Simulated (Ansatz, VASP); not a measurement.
SiC (Moissanite 3C) in VASP and in Ansatz

INCAR

```
SYSTEM = SiC
PREC = Accurate
ENCUT = 600
EDIFF = 1E-6
ISMEAR = -1
SIGMA = 0.05
LREAL = .False.
LASPH = .True.
NELM = 60
ALGO = Normal
ISIF = 3
LWAVE = .False.
LCHARG = .False.
GGA = RE
IBRION = 2
NSW = 40
EDIFFG = -0.01
```

Contents of KPOINTS:

```
regular mesh
0
Gamma
  10 10 10
  0 0 0
```

File POSCAR:

```
SiC
1.0
    0.0000000000      2.1790000000      2.1790000000
    2.1790000000      0.0000000000      2.1790000000
    2.1790000000      2.1790000000      0.0000000000
Si C
1 1
Direct
    0.0000000000      0.0000000000      0.0000000000
    0.7500000000      0.7500000000      0.7500000000
```

Contents of input.yaml:

```yaml
crystal:
  lattice:
    - [0.0, 2.179, 2.179]
    - [2.179, 0.0, 2.179]
    - [2.179, 2.179, 0.0]
  atoms:
    - { symbol: Si, position: [0.0, 0.0, 0.0] }
    - { symbol: C, position: [0.75, 0.75, 0.75] }
hamiltonian:
  xc: revpbe
  pseudopotentials: { kind: paw }
kpoints:
  mp_grid: { grid: [10, 10, 10] }
scf:
  occupations: { method: fermi_dirac, width: 0.05 }
output:
  forces: true
  stress: true
  write_density: true
  write_potential: true
  elf: true
  volumetric_format: npy
relax:
  f_tol: 0.01
  max_steps: 40
  cell: { stress_tol: 0.05 }
```

Alike in both runs: task relaxation of cell and atoms; functional revPBE; k mesh 10 × 10 × 10; occupations fermi-dirac, width 0.05 eV; no spin polarisation.

|  | VASP | Ansatz |
| --- | --- | --- |
| version | VASP 6.6.1 | Ansatz 0.2.0 |
| potentials or method | VASP PAW PBE potentials, release 64 (Si, C) | Ansatz PAW |
| plane-wave cutoff (eV) | 600 | 420 |
| valence electrons in the cell | 8 | 8 |

|  | VASP | Ansatz | Ansatz less VASP |
| --- | --- | --- | --- |
| gap on the k mesh at the Fermi level, each at its own relaxed structure (eV) | 1.38 | 1.39 | +0.006 |
| relaxed volume (Å³/atom) | 10.60 | 10.62 | +0.025 |
| relaxed cell length with the largest relative difference (Å) | 3.106 | 3.109 | +0.0025 |
| energy change over the relaxation (meV/atom) | -4 | -5 | -0.9 |

Caveats: the PAW data sets were made with another functional, which shifts forces and pressure a little (VASP); the plane-wave basis is chosen anew once the cell has moved, so the energies of steps on either side of that aren't comparable (Ansatz); the PAW data sets come from PBE, with cores solved anew for the run's functional, which leaves a small shift of forces and pressure (Ansatz). As with any semilocal functional, this revPBE gap is likely too small. A k mesh can miss the band edges.
